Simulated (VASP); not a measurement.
# C in VASP: a series of runs

Runs on C. Level: LDA. Tasks: single point.

All numbers are computed with VASP 6.6.1; they aren't measurements. Logs are shortened: lines on timing, memory, paths and dates and some standing lists are left out, and cuts for length are marked.

## 1. The slab as given

The cell holds a slab with vacuum, 8 atoms: a = 2.456 Å, b = 2.456 Å, c = 18.805 Å, α = 90.00°, β = 90.00°, γ = 120.00°.

The slab is cut from a database's or a generator's crystal, which needn't be the stable form of the element.

## 2. Single point, LDA

INCAR reads:

```
PREC = Accurate
ENCUT = 400
EDIFF = 1E-7
ISMEAR = 1
SIGMA = 0.1
LREAL = F
LASPH = T
NELM = 120
ALGO = Normal
ISIF = 2
LWAVE = F
LCHARG = F
LDIPOL = T
IDIPOL = 3
DIPOL = 0.5 0.5 0.500
GGA = CA
NBANDS = 32
LVHAR = T
LVACPOTAV = T
```

KPOINTS reads:

```
regular mesh
0
Gamma
  12 12 1
```

POSCAR reads:

```
C
1.0
    2.4560959400      0.0000000000      0.0000000000
   -1.2280479700      2.1270618200      0.0000000000
    0.0000000000      0.0000000000     18.8049153298
C
8
Direct
    0.5833794600      0.1667589200      0.2127103435
    0.9166205400      0.8332410800      0.2127103435
    0.0833794600      0.1667589200      0.4058325941
    0.4166205400      0.8332410800      0.4058325941
    0.5833794600      0.1667589200      0.5941674059
    0.9166205400      0.8332410800      0.5941674059
    0.0833794600      0.1667589200      0.7872896565
    0.4166205400      0.8332410800      0.7872896565
```

Potentials or basis: VASP PAW LDA potentials, release 64 (C).

Run with:

```console
cat potpaw_LDA.64/C/POTCAR > POTCAR
mpirun -np 1 vasp_std > vasp.out
```

OUTCAR:

```text
PREC = Accurate
   ENCUT = 400
   EDIFF = 1E-7
   ISMEAR = 1
   LREAL = F
   LASPH = T
   NELM = 120
   ISIF = 2
   GGA = CA

 Found     43 irreducible k-points:

 Following reciprocal coordinates:
            Coordinates               Weight
  0.000000  0.000000  0.000000      1.000000
  0.083333  0.000000  0.000000      4.000000
  0.000000  0.083333  0.000000      2.000000
  0.166667  0.000000  0.000000      4.000000
  0.000000  0.166667  0.000000      2.000000
  0.250000  0.000000  0.000000      4.000000
   k-points           NKPTS =     43   k-points in BZ     NKDIM =     43   number of bands    NBANDS=     32
   number of dos      NEDOS =    301   number of ions     NIONS =      8
   total plane-waves  NPLWV =  32256
   dimension x,y,z NGX =    16 NGY =   16 NGZ =  126
   dimension x,y,z NGXF=    32 NGYF=   32 NGZF=  252
   ions per type =               8
   NGX,Y,Z   is equivalent  to a cutoff of  10.83, 10.83, 11.14 a.u.
   NGXF,Y,Z  is equivalent  to a cutoff of  21.66, 21.66, 22.28 a.u.
 SYSTEM =  unknown system
   PREC   = accura    normal or accurate (medium, high low for compatibility)
   ISTART =      0    job   : 0-new  1-cont  2-samecut
   ICHARG =      2    charge: 1-file 2-atom 10-const
   ISPIN  =      1    spin polarized calculation?
   LNONCOLLINEAR =      F non collinear calculations
   LSORBIT =      F    spin-orbit coupling
   LASPH  =      T    aspherical Exc in radial PAW
   ENCUT  =  400.0 eV  29.40 Ry    5.42 a.u.   4.01  4.01 30.67*2*pi/ulx,y,z
   NELM   =    120;   NELMIN=  2; NELMDL= -5     # of ELM steps
   EDIFF  = 0.1E-06   stopping-criterion for ELM
   LREAL  =      F    real-space projection
   EDIFFG = 0.1E-05   stopping-criterion for IOM
   NSW    =      0    number of steps for IOM
   IBRION =     -1    ionic relax: 0-MD 1-quasi-New 2-CG
   NFREE  =      0    steps in history (QN), initial steepest desc. (CG)
   ISIF   =      2    stress and relaxation
   ISYM   =      2    0-nonsym 1-usesym 2-fastsym
   POTIM  = 0.5000    time-step for ionic-motion
   TEBEG  =    0.0;   TEEND  =   0.0 temperature during run
   PSTRESS=    0.0 pullay stress
   NELECT =      32.0000    total number of electrons
   NUPDOWN=      -1.0000    fix difference up-down
   EMIN   =  10.00;   EMAX   =-10.00  energy-range for DOS
   EFERMI =   0.00;   METHOD = LEGACY
   ISMEAR =     1;   SIGMA  =   0.10  broadening in eV -4-tet -1-fermi 0-gaus
   EFERMI_NEDOS =   21; number of points for ismear=-14 and -15
   IALGO  =     38    algorithm
   IMIX   =      4    mixing-type and parameters
     AMIX     =   0.40;   BMIX     =  1.00
     AMIX_MAG =   1.60;   BMIX_MAG =  1.00
  volume/ion in A,a.u.               =      12.28        82.87
  Fermi-wavevector in a.u.,A,eV,Ry     =   1.126400  2.128587 17.262751  1.268776
  Thomas-Fermi vector in A             =   2.263081
   LORBIT       =      0    0 simple, 1 ext, 2 COOP (PROOUT), +10 PAW based schemes
   GGA     = CA    functional components
   LHFCALC =     F    Hartree Fock is set to
   AEXX    =    0.0000 exact exchange contribution
   IVDW    =     0    specifies the selected vdW correction
   LEPSILON=     F    determine dielectric tensor
   LRPA    =     F    only Hartree local field effects (RPA)
 non-spin polarized calculation
 Methfessel and Paxton  Order N= 1 SIGMA  =   0.10
  energy-cutoff  :      400.00
  volume of cell :       98.24
 maximum number of plane-waves:      1810
   NGX =  9   NGY =  9   NGZ = 61

 dipolmoment           0.000000      0.000000     -0.000000 electrons x Angstroem

 number of electron      32.0000002 magnetization

 dipolmoment           0.000000      0.000000      0.000000 electrons x Angstroem

 Free energy of the ion-electron system (eV)
  ---------------------------------------------------
  ext. energy  EPLUGINS =         0.00000000
  ---------------------------------------------------
  free energy    TOTEN  =       -80.87661721 eV

  energy without entropy =      -80.87687022  energy(sigma->0) =      -80.87670155

 E-fermi :   2.0200     XC(G=0):  -8.2351

 val. band max:        1.9787014065   @ k =   0.3333   0.3333   0.0000
 cond. band min:       2.0612964385   @ k =   0.3333   0.3333   0.0000
 fundamental gap:      0.0825950320
 Fermi energy:         2.0200197819

 k-point     1 :       0.0000    0.0000    0.0000
  band No.  band energies     occupation
      1     -17.4388      2.00000
      2     -17.3927      2.00000
      3     -17.3451      2.00000
      4     -17.2868      2.00000
      5      -6.2632      2.00000
      6      -5.9042      2.00000
[... 20 lines left out ...]
     27      10.4138      0.00000
     28      10.4166      0.00000

 k-point     2 :       0.0833    0.0000    0.0000
  band No.  band energies     occupation
      1     -17.2738      2.00000
      2     -17.2283      2.00000
      3     -17.1812      2.00000
      4     -17.1235      2.00000
      5      -6.0612      2.00000
      6      -5.7045      2.00000
[... 20 lines left out ...]
     27      11.1027      0.00000
     28      11.1103      0.00000

 k-point     3 :       0.0000    0.0833    0.0000
  band No.  band energies     occupation
      1     -17.2738      2.00000
      2     -17.2283      2.00000
      3     -17.1812      2.00000
      4     -17.1235      2.00000
      5      -6.0613      2.00000
      6      -5.7045      2.00000
[... 58 lines left out ...]
      3     -16.6912      2.00000
      4     -16.6351      2.00000
      5      -5.4603      2.00000
      6      -5.1112      2.00000
[... 20 lines left out ...]
     27      11.4498      0.00000
     28      11.4832      0.00000

 k-point     6 :       0.2500    0.0000    0.0000
  band No.  band energies     occupation
      1     -15.9644      2.00000
      2     -15.9235      2.00000
      3     -15.8806      2.00000
      4     -15.8275      2.00000
      5      -5.3511      2.00000
      6      -5.3413      2.00000
[... 20 lines left out ...]
     27      10.2383      0.00000
     28      10.3301      0.00000

 [... further k-points ...]

 [bands above 28 left out]

------------------------ aborting loop because EDIFF is reached ----------------------------------------

  FORCE on cell =-STRESS in cart. coord.  units (eV):
  Direction    XX          YY          ZZ          XY          YZ          ZX
  --------------------------------------------------------------------------------------
  -------------------------------------------------------------------------------------
  Total       -2.7049856     -2.7722688     -1.5223113      0.0000000      0.0000000      0.0000000
  in kB      -44.1142322    -45.2115188    -24.8265993      0.0000000      0.0000000      0.0000000
  external PRESSURE =     -38.0507834 kB  Pullay stress =       0.0000000 kB

 VOLUME and BASIS-vectors are now :
 -----------------------------------------------------------------------------
  energy-cutoff  :      400.00
  volume of cell :       98.24
      direct lattice vectors                 reciprocal lattice vectors
     2.456095940  0.000000000  0.000000000     0.407150219  0.235066041  0.000000000
    -1.228047970  2.127061820  0.000000000     0.000000000  0.470132081  0.000000000
     0.000000000  0.000000000 18.804915330     0.000000000  0.000000000  0.053177586

 POSITION                                       TOTAL-FORCE (eV/Angst)
 -----------------------------------------------------------------------------------
      1.22805      0.35471      4.00000        -0.000000     -0.024620      0.023149
      1.22805      1.77236      4.00000         0.000000      0.024620      0.023149
      0.00000      0.35471      7.63165        -0.000000     -0.027614     -0.005626
     -0.00000      1.77236      7.63165         0.000000      0.027614     -0.005626
      1.22805      0.35471     11.17327        -0.000000     -0.027614      0.005626
      1.22805      1.77236     11.17327         0.000000      0.027614      0.005626
      0.00000      0.35471     14.80492        -0.000000     -0.024620     -0.023149
     -0.00000      1.77236     14.80492         0.000000      0.024620     -0.023149
 -----------------------------------------------------------------------------------
    total drift:                               -0.000000      0.000000      0.000000

  FREE ENERGIE OF THE ION-ELECTRON SYSTEM (eV)
  ---------------------------------------------------
  free  energy   TOTEN  =       -80.8766172077 eV

  energy  without entropy=      -80.8768702204  energy(sigma->0) =      -80.87670155

 vacuum level on the upper side and lower side of the slab         6.541         6.541
```

OSZICAR:

```text
N       E                     dE             d eps       ncg     rms          rms(c)
DAV:   1     0.865184809170E+02    0.86518E+02   -0.12889E+04  2776   0.727E+02
DAV:   2    -0.777148750236E+02   -0.16423E+03   -0.15351E+03  3608   0.193E+02
DAV:   3    -0.864380610014E+02   -0.87232E+01   -0.86174E+01  3576   0.416E+01
DAV:   4    -0.865764066733E+02   -0.13835E+00   -0.13819E+00  3728   0.612E+00
DAV:   5    -0.865801261365E+02   -0.37195E-02   -0.37161E-02  3760   0.917E-01    0.132E+01
DAV:   6    -0.822900230556E+02    0.42901E+01   -0.31470E+00  3264   0.752E+00    0.759E+00
DAV:   7    -0.808872167605E+02    0.14028E+01   -0.39760E+00  3304   0.855E+00    0.199E+00
DAV:   8    -0.808809702359E+02    0.62465E-02   -0.24604E-01  3280   0.202E+00    0.454E-01
DAV:   9    -0.808765499652E+02    0.44203E-02   -0.71806E-03  3368   0.406E-01    0.191E-01
DAV:  10    -0.808749760686E+02    0.15739E-02   -0.25833E-03  3448   0.212E-01    0.106E-01
DAV:  11    -0.808751944038E+02   -0.21834E-03   -0.56403E-04  3424   0.972E-02    0.733E-02
DAV:  12    -0.808761841019E+02   -0.98970E-03   -0.18221E-04  3016   0.651E-02    0.334E-02
DAV:  13    -0.808765064278E+02   -0.32233E-03   -0.82958E-05  3136   0.410E-02    0.680E-03
DAV:  14    -0.808765979315E+02   -0.91504E-04   -0.68318E-06  3144   0.106E-02    0.752E-03
DAV:  15    -0.808766116072E+02   -0.13676E-04   -0.51489E-07  3344   0.276E-03    0.266E-03
DAV:  16    -0.808766169126E+02   -0.53055E-05   -0.26199E-07  2792   0.157E-03    0.658E-04
DAV:  17    -0.808766171426E+02   -0.22995E-06   -0.13847E-08  2840   0.512E-04    0.215E-04
DAV:  18    -0.808766172077E+02   -0.65119E-07   -0.62641E-09  2520   0.286E-04
   1 F= -.80876617E+02 E0= -.80876702E+02  d E =0.253013E-03
```

stdout:

```text
POSCAR found type information on POSCAR C
 POSCAR found :  1 types and       8 ions
 scaLAPACK will be used
 LDA part: xc-table for (Slater(with rela. corr.)+CA(PZ))
 , standard interpolation
 POSCAR, INCAR and KPOINTS ok, starting setup
 FFT: planning ... GRIDC
 FFT: planning ... GRID_SOFT
 FFT: planning ... GRID
 WAVECAR not read
 entering main loop
 -----------------------------------------------------------------------------
|                                                                             |
|           W    W    AA    RRRRR   N    N  II  N    N   GGGG   !!!           |
|           W    W   A  A   R    R  NN   N  II  NN   N  G    G  !!!           |
|           W    W  A    A  R    R  N N  N  II  N N  N  G       !!!           |
|           W WW W  AAAAAA  RRRRR   N  N N  II  N  N N  G  GGG   !            |
|           WW  WW  A    A  R   R   N   NN  II  N   NN  G    G                |
|           W    W  A    A  R    R  N    N  II  N    N   GGGG   !!!           |
|                                                                             |
|     Did not find any points to average over, which means that no vacuum     |
|     field-free region was found. Please increase the size of  your cell     |
|     in the dimension of the dipole correction to obtain accurate            |
|     workfunction values.                                                    |
|                                                                             |
 -----------------------------------------------------------------------------
```

Wall time 93 s (1 thread of AMD EPYC 7R13 (Zen 3), shared host); peak memory 0.14 GiB.

The run converged, but some of its settings lie outside the range that counts as converged, so its numbers aren't taken as properties of the slab.

What came out:

- Free energy: -80.8766 eV
- Largest force: 0.034 eV/Å
- Band gap on the k mesh: 0.08 eV, direct
- Ionisation potential of the upper face: 4.56 eV

Caveat: the cutoff is under 1.25 times the usual one of these potentials, so pressure, stress and relaxed cells hold a basis-set (Pulay) error.

## 3. Single point, LDA

This run uses another cell than the first one, of 13.59 Å³/atom, 1.106 times its volume.

INCAR is that of step 2.

KPOINTS is that of step 2.

POSCAR reads:

```
C
1.0
    2.4560959400      0.0000000000      0.0000000000
   -1.2280479700      2.1270618200      0.0000000000
    0.0000000000      0.0000000000     20.8049153298
C
8
Direct
    0.5833794600      0.1667589200      0.2403278226
    0.9166205400      0.8332410800      0.2403278226
    0.0833794600      0.1667589200      0.4148850131
    0.4166205400      0.8332410800      0.4148850131
    0.5833794600      0.1667589200      0.5851149869
    0.9166205400      0.8332410800      0.5851149869
    0.0833794600      0.1667589200      0.7596721774
    0.4166205400      0.8332410800      0.7596721774
```

Potentials or basis: VASP PAW LDA potentials, release 64 (C).

Run with:

```console
cat potpaw_LDA.64/C/POTCAR > POTCAR
mpirun -np 1 vasp_std > vasp.out
```

It took 2.1 min on 1 thread of AMD EPYC 7R13 (Zen 3), shared host; peak memory 0.15 GiB.

The run converged, but some of its settings lie outside the range that counts as converged, so its numbers aren't taken as properties of the slab.

Results:

```
Free energy                            : -80.8764 eV
Largest force                          : 0.034 eV/Å
Band gap on the k mesh                 : 0.08 eV, direct
Ionisation potential of the upper face : 4.57 eV
```

Caveat: the cutoff is under 1.25 times the usual one of these potentials, so pressure, stress and relaxed cells hold a basis-set (Pulay) error.

## 4. Single point, LDA

This run uses another cell than the first one, of 14.89 Å³/atom, 1.213 times its volume.

Changes to INCAR since step 3:

```diff
@@ -4,3 +4,3 @@
 ISMEAR = 1
-SIGMA = 0.1
+SIGMA = 0.3
 LREAL = F
```

KPOINTS is that of step 3.

POSCAR reads:

```
C
1.0
    2.4560959400      0.0000000000      0.0000000000
   -1.2280479700      2.1270618200      0.0000000000
    0.0000000000      0.0000000000     22.8049153298
C
8
Direct
    0.5833794600      0.1667589200      0.2631011742
    0.9166205400      0.8332410800      0.2631011742
    0.0833794600      0.1667589200      0.4223496308
    0.4166205400      0.8332410800      0.4223496308
    0.5833794600      0.1667589200      0.5776503692
    0.9166205400      0.8332410800      0.5776503692
    0.0833794600      0.1667589200      0.7368988258
    0.4166205400      0.8332410800      0.7368988258
```

Run with:

```console
cat potpaw_LDA.64/C/POTCAR > POTCAR
mpirun -np 1 vasp_std > vasp.out
```

It took 2.2 min on 1 thread of AMD EPYC 7R13 (Zen 3), shared host; peak memory 0.15 GiB.

The run converged, but some of its settings lie outside the range that counts as converged, so its numbers aren't taken as properties of the slab.

Results:

```
Free energy                            : -80.8798 eV
Largest force                          : 0.030 eV/Å
Band gap on the k mesh                 : 0.08 eV, direct
Ionisation potential of the upper face : 4.57 eV
```

Caveat: the cutoff is under 1.25 times the usual one of these potentials, so pressure, stress and relaxed cells hold a basis-set (Pulay) error.

## 5. Single point, LDA

This run uses another cell than the first one, of 14.89 Å³/atom, 1.213 times its volume.

Changes to INCAR since step 4:

```diff
@@ -2,5 +2,5 @@
 ENCUT = 400
-EDIFF = 1E-7
+EDIFF = 1E-5
 ISMEAR = 1
-SIGMA = 0.3
+SIGMA = 0.1
 LREAL = F
```

KPOINTS is that of step 4.

POSCAR is that of step 4.

Run with:

```console
cat potpaw_LDA.64/C/POTCAR > POTCAR
mpirun -np 1 vasp_std > vasp.out
```

Wall time 2.1 min (1 thread of AMD EPYC 7R13 (Zen 3), shared host); peak memory 0.16 GiB.

The run converged, but some of its settings lie outside the range that counts as converged, so its numbers aren't taken as properties of the slab.

What came out:

- Free energy: -80.8785 eV
- Largest force: 0.034 eV/Å
- Band gap on the k mesh: 0.08 eV, direct
- Ionisation potential of the upper face: 4.57 eV

Caveat: the cutoff is under 1.25 times the usual one of these potentials, so pressure, stress and relaxed cells hold a basis-set (Pulay) error.
